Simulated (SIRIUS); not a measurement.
Runs of SIRIUS 7.12.0 on TiTe2. The structure is trigonal, space group P-3m1 (No. 164). Conventional cell: a = 3.777 Å, b = 3.777 Å, c = 6.498 Å, α = 90.00°, β = 90.00°, γ = 120.00°. Te (site symmetry 3m) has 3 Ti at 2.77 Å as nearest neighbours. Ti (site symmetry -3m) is surrounded by 6 Te at 2.77 Å. 

| potentials or basis | spin | k mesh | valence relativity | reference energy of the basis | core relativity | largest force (eV/Å) |
| --- | --- | --- | --- | --- | --- | --- |
| all-electron FP-LAPW (no relativity for the valence, core without relativity), apw+lo standard | off | 8 × 8 × 4 | none | 0.24 Ha | none | 0.09 |
| all-electron FP-LAPW, apw+lo standard | SOC, no magnetisation | 6 × 6 × 3 | iora | 0.24 Ha | - | (a) |
| all-electron FP-LAPW (Koelling-Harmon valence), apw+lo standard | off | 8 × 8 × 4 | koelling_harmon | 0.23 Ha | dirac | 0.01 |
| all-electron FP-LAPW (ZORA valence), apw+lo standard | off | 8 × 8 × 4 | zora | 0.23 Ha | dirac | 0.01 |

Alike in all rows: task band structure; level PBE; cell as given; cutoff (eV) 183; smearing fermi-dirac 0.05 eV.

Estimate the missing entries.

(a) 0.03.

Caveats: relativity is left out for the valence states, which matters for the heavier elements (some runs); relativity is left out for the core states (some runs); spin-orbit coupling enters by second variation, whose total energy isn't converged in the number of states and isn't listed, and the forces lack its term (some runs).

Not every run made on this cell is shown here.
